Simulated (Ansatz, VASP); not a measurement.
**Cross-check of Al32O47 (V_O) between VASP and Ansatz**

Wanted: the spread between two codes on one cell, functional and k mesh. The cell is taken from a series of runs on this material, whose earlier steps may have relaxed, scaled, displaced or heated it; both programs get it as it stands.

Main program and level: Ansatz 0.2.0; plane waves, with VASP 6.6.1 beside it; single point at PBE.

## (1) The structure

The cell holds 79 atoms: 32 Al and 47 O. Cell: a = 10.361 Å, b = 10.361 Å, c = 10.361 Å, α = 55.3°, β = 55.3°, γ = 55.3°. It derives from Al2O3 (Al2O3 (R-3c)). Nearest the centre at fractional (0.625, 0.278, 0.472): Al2 at 1.78 Å, Al17 at 1.79 Å, Al23 at 2.00 Å, Al24 at 2.01 Å, O40 at 2.53 Å, O79 at 2.53 Å, O42 at 2.63 Å, O65 at 2.65 Å.

Coordinates:

```xyz
79
Lattice="4.8079 2.7758 8.7484 -4.8079 2.7758 8.7484 0.0000 -5.5517 8.7484" Properties=species:S:1:pos:R:3 pbc="T T T"
Al   -0.0039    0.0021    8.5236
Al    0.0782    0.0063   11.2388
Al   -0.0015    0.0033    1.9482
Al   -0.0211   -0.0042    4.6312
Al   -0.0032   -2.7725   12.8857
Al   -0.0018   -2.7788   15.5671
Al    0.0037   -2.7736    6.3241
Al   -0.0015   -2.7766    9.0013
Al   -2.4071    1.3921   12.8843
Al   -2.4052    1.3917   15.5661
Al   -2.4026    1.3844    6.3199
Al   -2.3992    1.3863    9.0056
Al   -2.4012   -1.3886   17.2547
Al   -2.4033   -1.3913   19.9364
Al   -2.3874   -1.3704   10.6943
Al   -2.4037   -1.3837   13.3773
Al    2.3618    1.3250   12.8353
Al    2.4063    1.3937   15.5504
Al    2.3990    1.3857    6.3238
Al    2.4070    1.3912    9.0042
Al    2.4036   -1.3836   17.2561
Al    2.4042   -1.3817   19.9380
Al    2.4114   -1.4002   10.6857
Al    2.4132   -1.3992   13.3882
Al    0.0058    2.7772   17.2551
Al    0.0011    2.7816   19.9365
Al    0.0012    2.7784   10.6964
Al   -0.0006    2.7774   13.3774
Al    0.0050   -0.0009   21.6343
Al    0.0014   -0.0014   24.3160
Al   -0.0021    0.0004   15.0697
Al    0.0067    0.0045   17.7500
O     0.9270   -1.3860    5.4746
O     1.6651    0.1147    7.6652
O    -1.6766   -0.1168    5.4766
O     0.7335    1.5026    5.4726
O    -0.7326   -1.5042    7.6627
O    -0.9291    1.3891    7.6646
O     0.9325   -4.1589    9.8525
O     1.6677   -2.6429   12.0377
O    -1.6648   -2.8824    9.8508
O     0.7473   -1.2710    9.8497
O    -0.7388   -4.2724   12.0371
O    -0.9210   -1.3818   12.0412
O    -1.4622    0.0070    9.8488
O    -0.7351    1.5087   12.0402
O    -4.0721    1.2786    9.8481
O    -1.6660    2.8905    9.8493
O    -3.1401   -0.1071   12.0367
O    -3.3406    2.7794   12.0366
O    -1.4728   -2.7724   14.2258
O    -0.7338   -1.2745   16.4079
O    -4.0741   -1.4978   14.2213
O    -1.6701    0.1145   14.2259
O    -3.1398   -2.8867   16.4111
O    -3.3323    0.0001   16.4115
O     3.3268    0.0024    9.8608
O     4.0634    1.4961   12.0327
O     0.7475    1.2836    9.8525
O     3.1421    2.8929    9.8479
O     1.4673    2.7803   12.0336
O     3.3363   -2.7798   14.2259
O     4.0723   -1.2765   16.4107
O     0.7408   -1.4906   14.2130
O     3.1333    0.1066   14.2240
O     1.6672   -2.8838   16.4074
O     1.4744    0.0046   16.4086
O     0.9209    1.3837   14.2213
O     1.6678    2.8884   16.4092
O    -1.6691    2.6662   14.2259
O     0.7360    4.2773   14.2245
O    -0.7378    1.2794   16.4148
O    -0.9310    4.1634   16.4144
O     0.9318   -1.3838   18.5963
O     1.6695    0.1204   20.7856
O    -1.6624   -0.1142   18.5964
O     0.7382    1.5054   18.6012
O    -0.7396   -1.4921   20.7854
O    -0.9468    1.3994   20.7846
```

## (2) VASP: single point, PBE

With cell and atoms fixed, the geometry can't cause a difference; cores, projectors, grids and the points listed under the comparison can.

Lines of VASP's logs that name or quote its potential files are left out, and so is its time.

INCAR

```
SYSTEM = Al32O47
PREC = Accurate
ENCUT = 520
EDIFF = 1E-06
NELM = 120
ISMEAR = -1
SIGMA = 0.01
LREAL = Auto
ALGO = Normal
GGA = PE
NBANDS = 244
LORBIT = 11
LWAVE = .FALSE.
LCHARG = .FALSE.
ISIF = 2
LASPH = .TRUE.
GGA_COMPAT = .FALSE.
EFERMI = MIDGAP
```

POSCAR

```
Al32O47
1.0
    4.8078835269      2.7758328485      8.7484141962
   -4.8078835269      2.7758328485      8.7484141962
    0.0000000000     -5.5516656970      8.7484141962
Al O
32 47
Direct
    0.3244929980      0.3252939902      0.3245134194
    0.4367303732      0.4204707498      0.4274650854
    0.0742731769      0.0745817014      0.0738342905
    0.1740087245      0.1783980485      0.1769669104
    0.3241743133      0.3248362784      0.8239098743
    0.4261072926      0.4264811545      0.9268327517
    0.0748129168      0.0740420753      0.5740319797
    0.1761022718      0.1764081075      0.6763968265
    0.3241732112      0.8248310285      0.3237489059
    0.4265337326      0.9267948195      0.4259808898
    0.0740647189      0.5737805815      0.0745601052
    0.1768557598      0.6758775576      0.1766612954
    0.3243571577      0.8237802045      0.8241850670
    0.4261432888      0.9260172458      0.9266952926
    0.0769156185      0.5734711625      0.5720373893
    0.1766457530      0.6766032208      0.6758569891
    0.8142236213      0.3229906357      0.3299394420
    0.9264305027      0.4259318772      0.4251439289
    0.5736321560      0.0746671653      0.0745570855
    0.6769234844      0.1762957706      0.1760183174
    0.8243814141      0.3244604951      0.8236425100
    0.9267463587      0.4266929256      0.9255973917
    0.5738461940      0.0723040989      0.5752882689
    0.6770678634      0.1751472879      0.6781466109
    0.8248081533      0.8236100297      0.3239563856
    0.9267459372      0.9265260907      0.4255993766
    0.5745034259      0.5742495253      0.0739161661
    0.6764115810      0.6765271639      0.1761872844
    0.8247763145      0.8237410533      0.8244186253
    0.9265537729      0.9262561606      0.9266609334
    0.5739949888      0.5744228287      0.5741448668
    0.6772819016      0.6758886610      0.6757736084
    0.2217804609      0.0289642270      0.3750349132
    0.4721048155      0.1257844656      0.2782874983
    0.0272999502      0.3760134365      0.2226974794
    0.3750150778      0.2224608611      0.0280767790
    0.1254566117      0.2778412610      0.4725974508
    0.2788177677      0.4720664584      0.1252296167
    0.2226728708      0.0287112701      0.8748176773
    0.4734161685      0.1265423253      0.7760304353
    0.0291366516      0.3754031391      0.7214728752
    0.3766917917      0.2212651026      0.5279218226
    0.1252842073      0.2789503499      0.9716887038
    0.2800449607      0.4716125460      0.6247252894
    0.2236120515      0.5277463468      0.3744242866
    0.4728933276      0.6257870811      0.2775914205
    0.0285162729      0.8754869357      0.2216972949
    0.3755748220      0.7220877341      0.0281781246
    0.1256350262      0.7787470013      0.4714898758
    0.2780900670      0.9729162775      0.1248559946
    0.2224064403      0.5287418533      0.8749494682
    0.4723364652      0.6249705819      0.7782193516
    0.0282423880      0.8756220377      0.7217257067
    0.3752288708      0.7225946282      0.5282923122
    0.1254558688      0.7784998190      0.9719435089
    0.2787713059      0.9718663564      0.6253058659
    0.7218371924      0.0298863320      0.3754268223
    0.9708758342      0.1257172736      0.2788186882
    0.5302030787      0.3747364221      0.2212642614
    0.8756892795      0.2221499737      0.0278392612
    0.7780328699      0.4728484405      0.1246410951
    0.7220931997      0.0281686675      0.8758498126
    0.9721384116      0.1251345909      0.7785709732
    0.5290818987      0.3750117068      0.7205491765
    0.8742141018      0.2225169363      0.5291675737
    0.6253874805      0.2786296315      0.9714589831
    0.7788132462      0.4721499361      0.6246508864
    0.7207112666      0.5291727076      0.3757008348
    0.9720958342      0.6252121615      0.2783726250
    0.5285398714      0.8757089667      0.2218664048
    0.8753456201      0.7222571863      0.0283483697
    0.6255267514      0.7789810265      0.4718085132
    0.7785794660      0.9722226525      0.1254673135
    0.7223755647      0.5285771165      0.8747273220
    0.9728290284      0.6255838718      0.7775149197
    0.5288233331      0.8745925085      0.7222702405
    0.8759050494      0.7223612399      0.5279745036
    0.6254585693      0.7792914472      0.9711495635
    0.7775013550      0.9744230783      0.6238860132
```

KPOINTS

```
Automatic mesh
0
Gamma
1 1 1
0 0 0
```

The projector-augmented-wave data sets are Al and O (PBE family, release 64).

The run is started by

```
$ export OMP_NUM_THREADS=3
$ mpirun -np 1 vasp_gam
```

Numbers of over 12 decimals in the logs are rounded to 6 here.

The program printed:

```text
[banner, memory and clock lines left out]
running    1 mpi-ranks, on    1 nodes
[...]
Offloading initialized ...    1 GPUs detected
[...]
LDA part: xc-table for (Slater+PW92), standard interpolation
 POSCAR, INCAR and KPOINTS ok, starting setup
[...]
entering main loop
       N       E                     dE             d eps       ncg     rms          rms(c)
DAV:   1     0.384805197416E+04    0.38481E+04   -0.22151E+05   488   0.156E+03
DAV:   2    -0.239596333408E+03   -0.40876E+04   -0.38751E+04   688   0.382E+02
DAV:   3    -0.641631870696E+03   -0.40204E+03   -0.39885E+03   576   0.125E+02
DAV:   4    -0.649473596637E+03   -0.78417E+01   -0.78228E+01   584   0.186E+01
[...]
DAV:  14    -0.586538610439E+03   -0.19569E-05   -0.24491E-05   560   0.131E-02    0.677E-03
DAV:  15    -0.586538611569E+03   -0.11300E-05   -0.35537E-06   472   0.449E-03    0.340E-03
DAV:  16    -0.586538611108E+03    0.46089E-06   -0.63835E-07   344   0.261E-03
   1 F= -.58653861E+03 E0= -.58653861E+03  d E =0.000000E+00
```

Parts of OUTCAR (step 2):

```text
  FREE ENERGIE OF THE ION-ELECTRON SYSTEM (eV)
  ---------------------------------------------------
  free  energy   TOTEN  =      -586.5386111082 eV

  energy  without entropy=     -586.5386111082  energy(sigma->0) =     -586.53861111
```

The run ends at a pressure of -0.38 GPa, with forces up to 0.012 eV/Å.

[end of part 1 of 2]

[Lines on the potential files, build, host, timing and source positions are cut from VASP's logs without a mark.]

[Logs are printed without paths, hosts, clocks, repeated set-up lines and the standing remarks that a program may print on its own settings, such as how far it seeks lower states.]

[Hosts, paths, dates, database ids (printed as entryN), source tags and the programs' standing remarks are cut or masked in the printed files.]
